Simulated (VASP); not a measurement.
A run of VASP 6.6.1:

The input INCAR:

```
SYSTEM = SnO2
PREC = Accurate
ENCUT = 480
EDIFF = 1E-7
ISMEAR = -1
SIGMA = 0.05
LREAL = .FALSE.
LASPH = .TRUE.
NELM = 80
ALGO = Normal
ISIF = 3
LWAVE = .FALSE.
LCHARG = .FALSE.
GGA = PE
IBRION = 2
NSW = 40
EDIFFG = -0.02
```

KPOINTS

```
regular mesh
0
G
  6 6 8
  0 0 0
```

Contents of POSCAR:

```
SnO2
1.0
    4.7380000000      0.0000000000      0.0000000000
    0.0000000000      4.7380000000      0.0000000000
    0.0000000000      0.0000000000      3.1865000000
Sn O
2 4
Direct
    0.5000000000      0.5000000000      0.5000000000
    0.0000000000      0.0000000000      0.0000000000
    0.8071000000      0.1929000000      0.5000000000
    0.6929000000      0.6929000000      0.0000000000
    0.1929000000      0.8071000000      0.5000000000
    0.3071000000      0.3071000000      0.0000000000
```

Potentials or basis: VASP PAW PBE potentials, release 64 (Sn_d, O_s).

The run is started by

```sh
$ cat potpaw_PBE.64/Sn_d/POTCAR potpaw_PBE.64/O_s/POTCAR > POTCAR
$ mpirun -np 1 vasp_std > vasp.out
```

Hardware: 1 thread of AMD EPYC 7R13 Processor (Zen 3), on a shared host.

**Question.** How long does it take, and how much memory?

**Answer.** Wall time 5.4 min on 1 thread of AMD EPYC 7R13 Processor (Zen 3), with other jobs on the host, peak memory 0.2 GiB. Counts: scf iterations 57, k points 50, ion steps 5.
